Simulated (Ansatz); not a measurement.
Method: DFT PBE, scalar-relativistic, plane waves, PAW (Ansatz 0.2.0). Settings: cutoff 420 eV, Γ-centred meshes spaced at most about 0.3 Å⁻¹, and about 0.25 Å⁻¹ or finer for metals (2π included), Gaussian smearing. No spin polarisation in the final relaxations.

These are static total energies at zero pressure.

Two forms of Si were relaxed alike.

A. Space group Pccn (No. 56), orthorhombic, a = 3.692 Å, b = 6.115 Å, c = 6.596 Å. Si has 4 Si at 2.36–2.42 Å.

B. Space group P6_122 (No. 178), hexagonal, a = 6.058 Å, c = 3.762 Å. Around Si lie 4 Si at 2.36–2.40 Å.

Question: Which would you expect to be lower, and how large is the difference?

Answer: B is lower, by 118 meV/atom. A has space group Pccn (No. 56), 18.6 Å³/atom and no gap on its mesh; B has space group P6_122 (No. 178), 19.9 Å³/atom and a gap of 0.27 eV. The lower one is the more open, so pressure narrows the difference. Both come from invented guesses. The part of the Crystallography Open Database at hand lists Si in space groups No. 64, 74, 164, 191, 194 and others; no cell shown has one of them.

Kohn–Sham gaps at this level usually fall short of measured ones. The zero gap of Pccn may come from the functional, which often closes small gaps. Cells relaxed within their symmetry can be saddle points.

The energy ordering can't be read from the nearest-neighbour bonds, whose lengths span almost the same range in both forms. The 118 meV/atom penalty of the Pccn form more probably comes from bond angles bent further from the tetrahedral value, and from closer contacts beyond the first neighbours. Silicon gains most from directional sp³ bonds, and bending them weakens the overlap and raises the energy. The same distortion reduces the splitting between bonding and antibonding states, which would fit the gap in the more open P6_122 form and its absence in the denser one, though the distances alone don't prove this.

The result ranks these two structures only. Diamond-type silicon is the known stable form at ambient pressure, so the lower energy of P6_122 doesn't make it a ground state. Nor would a crossing under compression make Pccn the stable phase, since silicon is known to adopt dense metallic structures such as the β-tin type, which would compete with it.
